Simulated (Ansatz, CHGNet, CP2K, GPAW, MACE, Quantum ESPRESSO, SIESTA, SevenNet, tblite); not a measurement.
# GPAW on BeSe(110)/BP(110) interface (50 atoms): settings against a plane-wave reference, part 2 of 2

Wanted: GPAW inputs and outputs for BeSe(110)/BP(110) interface (50 atoms), checked against a plane-wave reference.

Program: GPAW 26.7.0; the method stands at each step. Banners, paths, timers and routine set-up lines are dropped from the logs unmarked, and long logs keep their key lines alone; longer cuts are marked.

So far. Step 3 (PBE, LCAO szp(dzp), h 0.2 Å): Against the first run (14 %), the force difference from the reference is 33 %, at 0.91 times the CPU time, with 405 basis functions against 578: the smaller basis costs accuracy. Step 4 (PBE, LCAO dzp, h 0.25 Å): Against the first run (14 %), the force difference from the reference is 14 %, at 0.59 times the CPU time: the change moves forces by 27 meV/Å r.m.s., so most of the difference comes from elsewhere.

## Step 5: PBE, LCAO sz(dzp), h 0.2 Å

Method: Kohn-Sham DFT, PBE, PAW, atomic orbitals (sz(dzp)).

Input file run.py:

```python
import numpy as np
from ase.io import read
from gpaw import GPAW, FermiDirac

atoms = read("structure.xyz")
atoms.calc = GPAW(
    mode="lcao",
    basis="sz(dzp)",
    h=0.2,
    xc="PBE",
    kpts={"size": (1, 1, 1), "gamma": True},
    occupations=FermiDirac(0.05),
    maxiter=200,
    symmetry={"point_group": False},
    txt="gpaw.txt",
)
energy = atoms.get_potential_energy(force_consistent=True)
forces = atoms.get_forces()
print(f"energy {energy:.6f} eV")
print("forces (eV/A)")
for i, (a, f) in enumerate(zip(atoms, forces)):
    print(f"{i:4d} {a.symbol:2s} {f[0]:10.5f} {f[1]:10.5f} {f[2]:10.5f}")
print(f"Fermi level {atoms.calc.get_fermi_level():.4f} eV")
for k in range(len(atoms.calc.get_ibz_k_points())):
    for s in range(atoms.calc.get_number_of_spins()):
        e = atoms.calc.get_eigenvalues(kpt=k, spin=s)
        n = np.searchsorted(e, atoms.calc.get_fermi_level())
        print(f"k {k} spin {s} levels about the Fermi level:", np.round(e[max(n - 6, 0):n], 4).tolist(), "|", np.round(e[n:n + 6], 4).tolist())
```

Input file structure.xyz:

```xyz
50
Lattice="6.29400 0.00000 0.00000 0.00000 8.90100 0.00000 0.00000 0.00000 13.07122" Properties=species:S:1:pos:R:3 pbc="T T T"
[... 50 atom lines left out: the same atoms as in the first run ...]
```

The run is started by

```bash
$ OMP_NUM_THREADS=1 python run.py > output.txt
```

Output:

```text
energy -176.243130 eV
forces (eV/A)
   0 Be    0.40352   -0.65928   -2.70573
   1 Se   -1.01413    0.39364   -1.27855
   2 Be   -0.69456    0.43836   -0.85932
   3 Se    0.03383    0.61600   -0.00071
   4 Be    0.71053   -0.85624    1.30028
   5 Se    0.41014    0.52569   -1.65209
   6 Be    0.61041   -1.89947   -1.01781
   7 Se    0.85229    0.02349    0.07437
   8 Be   -1.01745   -0.08914    1.25942
   9 Se   -0.06637    0.07890   -0.40140
  10 Be    0.80805   -1.75792    2.48166
  11 Se   -0.42309    1.22407    0.76697
  12 Be    2.12620   -0.94283   -1.31369
  13 Se   -0.53007    1.15197    1.02083
  14 Be   -0.49884    0.69655   -0.35891
  15 Se    0.19173    0.13064   -0.21104
  16 Be    1.64037   -0.24131    1.52748
  17 Se   -0.49464   -0.42732    0.63682
  18 B    -1.55109   -0.95002    0.87126
  19 P    -1.66700    1.07891    0.63754
  20 B    -1.98048    0.61958    0.12754
  21 P     2.25743   -1.07136    0.13721
  22 B    -0.30838    0.17565   -1.30382
  23 P     0.28793    0.45048    1.07882
[...]
42 B     0.38509    0.89163   -1.05154
  43 P     0.32576    0.59913    0.75198
  44 B     0.30737    0.74835    0.41971
  45 P     1.60862    0.59060   -1.11479
  46 B    -0.52178    0.03690    0.92482
  47 P    -0.04178   -0.02730    0.49766
  48 B     0.00425    0.58335   -0.58144
  49 P     0.51812   -0.97340    1.65971
Fermi level 7.7860 eV
k 0 spin 0 levels about the Fermi level: [6.6483, 6.7624, 7.2645, 7.595, 7.7213, 7.781] | [7.8141, 7.8254, 7.9488, 8.3626, 8.5743, 8.9345]
```

gpaw.txt:

```text
Input parameters:
  mode=LCAO(),
  basis={'default': 'sz(dzp)'},
  h=0.2,
  kpts=MonkhorstPack(size=(1, 1, 1), gamma=True),
  maxiter=200,
  occupations=Occupations(name='fermi-dirac', width=0.05, fixmagmom=False),
  symmetry=Symmetry(point_group=False),
  xc=XC(name='PBE')
Unit cell  # Å
| periodic |        x |        y |         z |   lengths |    angles |
[... lines left out ...]
  Fermi-Dirac:
[... lines left out ...]
convergence criteria:
- Maximum [total energy] change in last 3 cyles: 0.0005 eV / valence electron
[... lines left out ...]
Converged in 21 steps
[... lines left out ...]
  Free energy:    -176.243130
  Extrapolated:   -176.105558
dipole moment: (91.940897, 19.677466, 52.954114)  # |e|*Ang
Fermi level: 7.786
Eigenvalues  # (at kpt = [0.000, 0.000, 0.000])
| band index |      eig [eV] | occ [0-2] |
|------------|---------------|-----------|
|          0 |        -8.604 |     2.000 |
|        ... |               |           |
|         92 |         6.457 |     2.000 |
|         93 |         6.515 |     2.000 |
[...]
|        107 |        10.062 |     0.000 |
|        ... |               |           |
|        123 |        13.122 |     0.000 |
Gap: 0.033 eV
Transition (v -> c):
  (s=0, k=0, n=99, [0.00, 0.00, 0.00]) -> (s=0, k=0, n=100, [0.00, 0.00, 0.00])
No difference between direct/indirect transitions
Force computation time: 2.675  # s
timing:  # [seconds]
  Total:  41.800  # ━━━━━━━━━━━━━━━━━━━━━━━━━━━━━━━━━━━━━━━━━━━━━━━━━━━━━━━━━
  Init:    3.995  # ━━━━━╸
  SCF:    35.106  # ━━━━━━━━━━━━━━━━━━━━━━━━━━━━━━━━━━━━━━━━━━━━━━━━
  Forces:  2.675  # ━━━╸
```

It took 43 s on 1 thread of Intel Xeon Platinum 8559C (Emerald Rapids), shared host; peak memory 0.58 GiB.

Compared with the plane-wave run:

| Quantity | Value |
| --- | --- |
| r.m.s. force component | 1.189 eV/Å |
| r.m.s. difference of force components | 638.7 meV/Å |
| longest difference of force vectors | 2107 meV/Å |
| force difference over r.m.s. force | 66.9 % |
| slope of forces against the reference's | 1.052 |
| correlation of force components | 0.8445 |

This is a coarse setting, run to see what it loses.

Against the first run (14 %), the force difference from the reference is 67 %, at 0.43 times the CPU time, with 173 basis functions against 578: the smaller basis costs accuracy.

## Step 6: PBE, LCAO dzp, h 0.2 Å, other mixer settings

Method: Kohn-Sham DFT, PBE, PAW, atomic orbitals (dzp).

Edit run.py of step 5 so:

```diff
@@ -2,3 +2,3 @@
 from ase.io import read
-from gpaw import GPAW, FermiDirac
+from gpaw import GPAW, FermiDirac, Mixer
 
@@ -7,3 +7,3 @@
     mode="lcao",
-    basis="sz(dzp)",
+    basis="dzp",
     h=0.2,
@@ -12,2 +12,3 @@
     occupations=FermiDirac(0.05),
+    mixer=Mixer(0.03, 7, 100),
     maxiter=200,
```

structure.xyz is that of step 5.

Output:

```text
energy -242.357011 eV
forces (eV/A)
   0 Be   -0.13504   -0.20455   -1.41315
   1 Se   -0.46733    0.04988   -0.64859
   2 Be   -0.53309    0.14509   -0.67488
   3 Se    0.17138    0.24938   -0.08044
   4 Be    0.02568   -0.63047    1.06954
   5 Se    0.07562    0.14997   -1.05621
   6 Be    0.20478   -1.01696   -0.45261
   7 Se    0.93392   -0.02390   -0.21535
   8 Be   -0.98158   -0.09083    0.87570
   9 Se    0.01661    0.00454   -0.33549
  10 Be    0.27284   -1.02906    1.07307
  11 Se    0.39944    0.48677    0.81117
  12 Be    1.28559   -0.64069   -0.49547
  13 Se    0.00572    0.67410    0.65043
  14 Be   -0.16323    0.51863   -0.30920
  15 Se    0.23429    0.00580   -0.00441
  16 Be    0.99526    0.14970    0.49342
  17 Se   -0.10186    0.00147    0.33110
  18 B    -1.30191   -1.30538    1.31651
  19 P    -1.36298    1.71229    0.94601
  20 B    -1.48282    0.39273   -0.07234
  21 P     1.88693   -0.91898   -0.03868
  22 B    -0.27237   -0.30692   -1.15421
  23 P     0.12996    0.45108    1.39630
[...]
42 B     0.31844    0.03245   -0.45353
  43 P     0.86787    1.42826    0.58334
  44 B     0.43597    0.33892    0.05261
  45 P     1.24196    0.37222   -1.09609
  46 B    -0.42047   -0.21636    0.63337
  47 P    -0.26679    0.11862    0.58657
  48 B    -0.00883   -0.85621   -1.09327
  49 P     0.23897    0.48598    1.79183
Fermi level 6.7071 eV
k 0 spin 0 levels about the Fermi level: [5.7049, 5.9766, 6.2603, 6.3389, 6.5853, 6.6902] | [6.7514, 6.7801, 6.9091, 7.1352, 7.4335, 7.7046]
```

gpaw.txt:

```text
Input parameters:
  mode=LCAO(),
  basis={'default': 'dzp'},
  h=0.2,
  kpts=MonkhorstPack(size=(1, 1, 1), gamma=True),
  maxiter=200,
  mixer=Pulay(name='pulay', nmaxold=7, beta=0.03, weight=100, sigma=0.015, g_ss=None),
  occupations=Occupations(name='fermi-dirac', width=0.05, fixmagmom=False),
  symmetry=Symmetry(point_group=False),
  xc=XC(name='PBE')
Unit cell  # Å
[... lines left out ...]
  Fermi-Dirac:
[... lines left out ...]
convergence criteria:
- Maximum [total energy] change in last 3 cyles: 0.0005 eV / valence electron
[... lines left out ...]
Converged in 26 steps
[... lines left out ...]
  Free energy:    -242.357011
  Extrapolated:   -242.249899
dipole moment: (91.696930, 20.556418, 55.916966)  # |e|*Ang
Fermi level: 6.707
Eigenvalues  # (at kpt = [0.000, 0.000, 0.000])
| band index |      eig [eV] | occ [0-2] |
|------------|---------------|-----------|
|          0 |        -8.852 |     2.000 |
|        ... |               |           |
|         92 |         5.513 |     2.000 |
|         93 |         5.593 |     2.000 |
[...]
|        107 |         8.342 |     0.000 |
|        ... |               |           |
|        123 |        10.641 |     0.000 |
Gap: 0.061 eV
Transition (v -> c):
  (s=0, k=0, n=99, [0.00, 0.00, 0.00]) -> (s=0, k=0, n=100, [0.00, 0.00, 0.00])
No difference between direct/indirect transitions
Force computation time: 10.593  # s
timing:  # [seconds]
  Total:  143.168  # ━━━━━━━━━━━━━━━━━━━━━━━━━━━━━━━━━━━━━━━━━━━━━━━━━━━━━━━━
  Init:     4.782  # ━━
  SCF:    127.768  # ━━━━━━━━━━━━━━━━━━━━━━━━━━━━━━━━━━━━━━━━━━━━━━━━━━
  Forces:  10.593  # ━━━━
```

The job ended after 2.4 min (1 thread; peak memory 0.71 GiB).

Against the reference:

| Item | Value |
| --- | --- |
| r.m.s. force component | 0.9885 eV/Å |
| r.m.s. difference of force components | 131.7 meV/Å |
| longest difference of force vectors | 434.1 meV/Å |
| force difference over r.m.s. force | 13.8 % |
| slope of forces against the reference's | 1.027 |
| correlation of force components | 0.9914 |
| energy less the same-level run's | 0 meV/atom |
| r.m.s. force difference from the same-level run | 3.754 meV/Å |

Against the first run (14 %), the force difference from the reference is 14 %, at 1.4 times the CPU time (26 SCF steps against 17): another solver or mixer reaches the same state.

## Step 7: The ladder

Differences are against the plane-wave reference, forces as r.m.s. over components; share is that over the reference's r.m.s. force, slope the least-squares factor from reference forces to these. Total energies of different programs have different zeros and aren't compared.

| run | Δ force, r.m.s. (meV/Å) | share (%) | slope | cores | CPU time | memory (GiB) |
| --- | --- | --- | --- | --- | --- | --- |
| reference | - | - | - | 2 | 3.4 min | 1.3 |
| GPAW PBE, LCAO dzp, h 0.2 Å | 131 | 13.7 | 1.027 | 1 | 100 s | 0.75 |
| GPAW PBE, LCAO szp(dzp), h 0.2 Å (coarse) | 312 | 32.7 | 1.027 | 1 | 91 s | 0.72 |
| GPAW PBE, LCAO dzp, h 0.25 Å (coarse) | 132 | 13.8 | 1.029 | 1 | 59 s | 0.45 |
| GPAW PBE, LCAO sz(dzp), h 0.2 Å (coarse) | 639 | 66.9 | 1.052 | 1 | 43 s | 0.58 |
| GPAW PBE, LCAO dzp, h 0.2 Å, other mixer settings | 132 | 13.8 | 1.027 | 1 | 2.4 min | 0.71 |

Rows marked coarse were listed beforehand as settings not expected to be converged; some can still land near the reference.

CPU time is summed over cores on a shared host, where runs went side by side, so it is rough. Symmetry, cutoffs, thresholds, outputs and thread counts weren't matched or tuned between programs; memory under MPI is the largest rank's times the ranks.

Within one program, basis, potentials and functional, energies share a zero. Each run against its twin at the usual cutoff or grid and solver:

| run | twin | Δ energy (meV/atom) | Δ force, r.m.s. (meV/Å) | CPU time over the twin's |
| --- | --- | --- | --- | --- |
| GPAW PBE, LCAO dzp, h 0.25 Å | LCAO dzp, h 0.2 Å | 56.4 | 27.2 | 0.59 |
| GPAW PBE, LCAO dzp, h 0.2 Å, other mixer settings | LCAO dzp, h 0.2 Å | 0 | 3.75 | 1.4 |

## Step 8: What came out

| Quantity | Value |
| --- | --- |
| nearest in forces | a tie at 14 % of 3 runs: GPAW PBE, LCAO dzp, h 0.2 Å; GPAW PBE, LCAO dzp, h 0.25 Å (coarse); GPAW PBE, LCAO dzp, h 0.2 Å, other mixer settings |

**Reading.** The PBE runs in local orbitals, coarse settings apart, differ by 14 % in each run; basis, grid and potentials can all enter. Runs with settings chosen to be coarse differ by 14 % (GPAW PBE, LCAO dzp, h 0.25 Å) to 67 % (GPAW PBE, LCAO sz(dzp), h 0.2 Å), their programs' other errors included. Of the electronic-structure runs that take under half the reference's CPU time, GPAW PBE, LCAO dzp, h 0.2 Å is among the nearest, at 14 % in 100 s against 3.4 min. The potentials hold different valence shells: 218 electrons in the reference, 200 in GPAW; this bears on time and differences. The reference's stress is far from hydrostatic: its diagonal is 9.2, 1.4, -4.1 GPa, compression counted positive. The host structure and its lattice constant were typed by rule, without a check against the phase diagram. The reference's pressure of 2.2 GPa belongs to a cell and atoms that aren't relaxed at this level. The electronic-structure runs sample only Γ, in a cell whose shortest periodic width is 6 Å, which is coarse for a cell with partly filled levels.

[Also dropped from logs without a mark: logging warnings of Python, and SIESTA's first energy breakdown and zero terms.]

[Logs are printed without paths, hosts, clocks, repeated set-up lines and the standing remarks that a program may print on its own settings, such as how far it seeks lower states.]

[Hosts, paths, dates, database ids (printed as entryN), source tags and the programs' standing remarks are cut or masked in the printed files.]
